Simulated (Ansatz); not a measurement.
**CsI: how the settings move a single-point run**

How sensitive is a single-point run of CsI to its settings? A reference run comes first, then three runs with altered input.

Program: Ansatz 0.2.0. Level of theory: reference: DFT, HSE06, plane waves, PAW. These are calculated values, not measurements.

### 1 Starting point

It takes space group Pm-3m (No. 221, cubic). Conventional cell: a = 4.608 Å, b = 4.608 Å, c = 4.608 Å, α = 90.00°, β = 90.00°, γ = 90.00°. Cs (site symmetry m-3m) is surrounded by 8 I at 3.99 Å. Around I (site symmetry m-3m) lie 8 Cs at 3.99 Å.

As a file:

```cif
data_structure
_symmetry_space_group_name_H-M 'Pm-3m'
_symmetry_Int_Tables_number 221
_cell_length_a 4.6081
_cell_length_b 4.6081
_cell_length_c 4.6081
_cell_angle_alpha 90.000
_cell_angle_beta 90.000
_cell_angle_gamma 90.000
_cell_volume 97.85
loop_
_atom_site_label
_atom_site_type_symbol
_atom_site_symmetry_multiplicity
_atom_site_Wyckoff_symbol
_atom_site_fract_x
_atom_site_fract_y
_atom_site_fract_z
_atom_site_occupancy
Cs1 Cs 1 a 0.00000 0.00000 0.00000 1
I1 I 1 b 0.50000 0.50000 0.50000 1
```

### 2 The reference run

File input.yaml:

```yaml
crystal:
  lattice:
    - [4.6080831759, 0.0, 0.0]
    - [0.0, 4.6080831759, 0.0]
    - [0.0, 0.0, 4.6080831759]
  atoms:
    - { symbol: Cs, position: [0.0, 0.0, 0.0] }
    - { symbol: I, position: [0.5, 0.5, 0.5] }
kpoints:
  mp_grid: { grid: [4, 4, 4] }
hamiltonian:
  xc: hse06
scf:
  occupations: { method: fixed }
  n_extra_bands: 4
output:
  forces: true
  stress: true
  eigenvalues: true
```

Command:

```bash
$ ansatz run input.yaml --threads 4 --pin off --max-ram 3686MiB --backend cpu --events-out ev --progress --plain --runs-dir out
```

### 3 Variant: q_mesh [2, 2, 2]

input.yaml, as its differences from that of step 2:

```diff
@@ -15,2 +15,3 @@
   n_extra_bands: 4
+  exx: { q_mesh: [2, 2, 2] }
 output:
```

### 4 Variant: singularity regularized

input.yaml, as its differences from that of step 2:

```diff
@@ -15,2 +15,3 @@
   n_extra_bands: 4
+  exx: { singularity: regularized }
 output:
```

### 5 Changing settings: ecutwfc 600

input.yaml, as its differences from that of step 2:

```diff
@@ -19 +19,3 @@
   eigenvalues: true
+basis:
+  ecutwfc: 600
```

Before running it: what results should come out? Wanted: for each run, ending; energy change; pressure; gap; force.

The runs gave:

```tsv
run	ending	energy change	pressure (GPa)	gap (eV)	force (eV/Å)	cycles	time
reference	converged	0	0.2	4.79	0.00	10	23 s
1: q_mesh [2, 2, 2]	converged	-	0.2	4.79	0.00	10	23 s
2: singularity regularized	converged	-	0.2	4.79	0.00	10	22 s
3: ecutwfc 600	converged	-0.8 meV/atom	0.2	4.79	0.00	10	39 s
```

Residual by cycle in the longest SCF loop of each run; runs are numbered as in the table. The quantity is the density residual dr2, in eV.

```tsv
cycle	reference	run 1	run 2	run 3
1	0.00267	0.00267	0.00259	0.00267
2	4.5e-4	4.5e-4	4.2e-4	4.5e-4
3	8.4e-5	8.4e-5	8.7e-5	8.3e-5
4	6.9e-6	6.9e-6	8.1e-6	6.8e-6
5	4.7e-7	4.7e-7	4.5e-7	4.9e-7
```

**Reading.** «ecutwfc 600» moves the energy by -0.8 meV/atom. The gap of the reference lacks spin-orbit coupling, though the cell holds I and Cs.
